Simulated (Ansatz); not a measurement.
GaN in Ansatz: the effect of exact exchange

GaN:

```
Ga N
1.0
     0.00000    2.13524    2.13524
     2.13524    0.00000    2.13524
     2.13524    2.13524    0.00000
Ga N
1 1
Direct
  0.00000 0.00000 0.00000
  0.50000 0.50000 0.50000
```

Measurements of this composition are mostly on another form, of space group No. 186.

Alike in all runs:

```yaml
Program: Ansatz 0.2.0
Task: single point
Functional: HSE06 form with a typed share of exact exchange
Potentials_or_basis: Ansatz PAW
Cutoff: "420 eV (not typed: the program's choice for these potentials)"
k_mesh: 6 × 6 × 6
Occupations: fermi-dirac, width 0.05 eV
Spin: no spin polarisation
```

```csv
exact exchange,gap on the mesh (eV),pressure (GPa)
0.05,?,?
0.1,0.86,-4.5
0.15,1.11,-6.4
0.2,1.37,-8.2
0.25,1.63,-10.1
0.3,1.91,-11.8
0.4,2.47,-15.3
0.5,3.05,-18.6
```

Question: What does the run with exact exchange 0.05 give?

Answer: gap on the mesh 0.62 eV; pressure -2.5 GPa.

Worked out: A parabola through the other rows of the gap on the mesh, of slope 4.88 eV per unit of exact exchange there, extrapolates to 0.61 eV, against the run's 0.62. A straight line through the other rows of the pressure, of slope -35.3 GPa per unit of exact exchange, extrapolates to -2.9 GPa, against the run's -2.5.

Caveats: all runs use coarse meshes; the PAW data sets come from PBE, with cores solved anew for the run's functional, which leaves a small shift of forces and pressure; the thresholds are loose for stress.

A k mesh can miss the band edges.
